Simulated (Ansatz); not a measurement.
This guess for Fe₂Co₃ is about to be relaxed.

```cif
data_structure
_symmetry_space_group_name_H-M 'P 1'
_symmetry_Int_Tables_number 1
_cell_length_a 4.6197
_cell_length_b 4.6197
_cell_length_c 4.6197
_cell_angle_alpha 50.479
_cell_angle_beta 50.479
_cell_angle_gamma 50.479
_cell_volume 54.05
loop_
_atom_site_label
_atom_site_type_symbol
_atom_site_fract_x
_atom_site_fract_y
_atom_site_fract_z
_atom_site_occupancy
Fe1 Fe 0.80000 0.80000 0.80000 1
Fe2 Fe 0.20000 0.20000 0.20000 1
Co1 Co 0.60000 0.60000 0.60000 1
Co2 Co 0.00000 0.00000 0.00000 1
Co3 Co 0.40000 0.40000 0.40000 1
```

These are results of Ansatz 0.2.0, DFT PBE, scalar-relativistic, plane waves, PAW, not measurements. Cutoff 420 eV, Gaussian smearing, Γ-centred meshes. Cell and atoms relax first on a coarse mesh and then on a finer one. In between, the cell is made exact in the group found at 0.06 Å. In metals the finer mesh still leaves noise of several meV/atom or more. The steps can't lower the symmetry of their start. Collinear spin, starting moments Fe 4.0 (×2); Co 3.0 (×3) μB.

A guess keeps its type if space group and coordination stay and the shape of the cell changes little (axis ratios within about 15 %, angles within 6°); the volume may change.

Question: Does it keep its structure type, or change into something else?

Answer: It keeps its type. The symmetry stays R-3m (No. 166). The volume per atom grows by 5.2 %, from 10.8 to 11.4 Å³. The shortest distance goes from 2.41 Å (Fe–Co, Co–Co and Fe–Fe) to 2.43 Å (Fe–Co). The ratio c/a of the conventional cell changes by a factor of 0.99. Counting neighbours within 15 % of an atom's shortest distance, the start has Co 8, Fe 8 and the end Co 8, Fe 8.

The last run used collinear spin, a 12×12×12 mesh for its 5-atom cell and Gaussian smearing of 0.10 eV. Another magnetic order may lie lower. Symmetry constrained the relaxation, so the result can be a saddle point.
